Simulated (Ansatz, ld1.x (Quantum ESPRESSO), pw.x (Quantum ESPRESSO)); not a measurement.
## Equation-of-state test of one RRKJ potential (Li (Z = 3))

- Element: Li
- Generator: ld1.x (Quantum ESPRESSO) 7.5
- Type: norm-conserving RRKJ (Kleinman–Bylander form)
- Functional: PBE
- Relativity: scalar-relativistic
- Frozen core: [He]
- Valence charge: 1
- Reference configuration: 2s1 2p0
- Partial waves: 2p (bound, empty): rc 4.20 bohr; 3d channel at 0.45 Ry: rc 4.25 bohr; 2s (bound): rc 2.55 bohr
- Local potential: the s channel
- Core correction: a·sin(br)/r model core, default radius (core density twice the valence density)
- rho0: 0.001

Atomic tests: cutoffs needed: 6 Ry and 6 Ry (the cutoffs (Ry, on a coarse ladder) from which the occupation-weighted sum of valence levels, in a spherical-Bessel basis at the reference potential, stays within 10 and 1 mRy of its value at 400 Ry); ghost test: no extra level below or beside the all-electron valence levels (p, d, s, f tested) (spherical-Bessel basis up to 400 Ry, 20 bohr box); largest excitation error: -8.4 meV (all-electron minus pseudo) for 2s0 2p1, out of 2 test configurations.

Crystal test: fcc Li in pw.x 7.5, no spin, 13³ k-points, Fermi–Dirac smearing 0.01 Ry, cutoffs 50/200 Ry. The lattice is a test structure that the element need not adopt, and mesh and smearing are coarse.

pw.x input:

```
&control
  calculation='scf', prefix='x', pseudo_dir='./', outdir='./tmp', tstress=.true., disk_io='low'
/
&system
  ibrav=0, nat=1, ntyp=1, ecutwfc=50, ecutrho=200, nbnd=7,
  occupations='smearing', smearing='fd', degauss=0.01
/
&electrons
  conv_thr=1e-09, mixing_beta=0.4, electron_maxstep=70
/
ATOMIC_SPECIES
Li 1.0 Li.UPF
CELL_PARAMETERS angstrom
  0.00000000 2.16685863 2.16685863
  2.16685863 0.00000000 2.16685863
  2.16685863 2.16685863 0.00000000
ATOMIC_POSITIONS crystal
Li 0.0000 0.0000 0.0000
K_POINTS automatic
13 13 13 0 0 0
```

```bash
pw.x < Li.scf.in > Li.scf.out
```

**Question.** How does the run end?

**Answer.** It converges; the pressure is -1.07 GPa against -0.05 GPa from all-electron LAPW. The largest radius (4.25 bohr) exceeds half the bond length (2.90 bohr), so the spheres overlap, which is one possible source of error among others. This is a poor potential for the solid. The log shows:

```
Message from routine setup:
     using ibrav=0 with symmetry is DISCOURAGED, use correct ibrav instead
     lattice parameter (alat)  =       5.7909  a.u.
     unit-cell volume          =     137.3151 (a.u.)^3
     number of electrons       =         1.00
     number of Kohn-Sham states=            7
     kinetic-energy cutoff     =      50.0000  Ry
     charge density cutoff     =     200.0000  Ry
     scf convergence threshold =      1.0E-09
     Exchange-correlation= PBE
     number of k points=    84  Fermi-Dirac smearing, width (Ry)=  0.0100
     iteration #  1     ecut=    50.00 Ry     beta= 0.40
     total energy              =      -0.64772683 Ry
     estimated scf accuracy    <       0.00038515 Ry
     iteration #  2     ecut=    50.00 Ry     beta= 0.40
     total energy              =      -0.64771779 Ry
     estimated scf accuracy    <       0.00013816 Ry
     iteration #  3     ecut=    50.00 Ry     beta= 0.40
     total energy              =      -0.64771798 Ry
     estimated scf accuracy    <          3.7E-09 Ry
     iteration #  4     ecut=    50.00 Ry     beta= 0.40
     the Fermi energy is     0.4153 ev
!    total energy              =      -0.64771798 Ry
     estimated scf accuracy    <          2.0E-10 Ry
     smearing contrib. (-TS)   =      -0.00232246 Ry
     The total energy is F=E-TS. E is the sum of the following terms:
     one-electron contribution =       0.40914835 Ry
     hartree contribution      =       0.00140674 Ry
     xc contribution           =      -0.49610686 Ry
     ewald contribution        =      -0.55984375 Ry
     convergence has been achieved in   4 iterations
          total   stress  (Ry/bohr**3)                   (kbar)     P=      -10.75
```
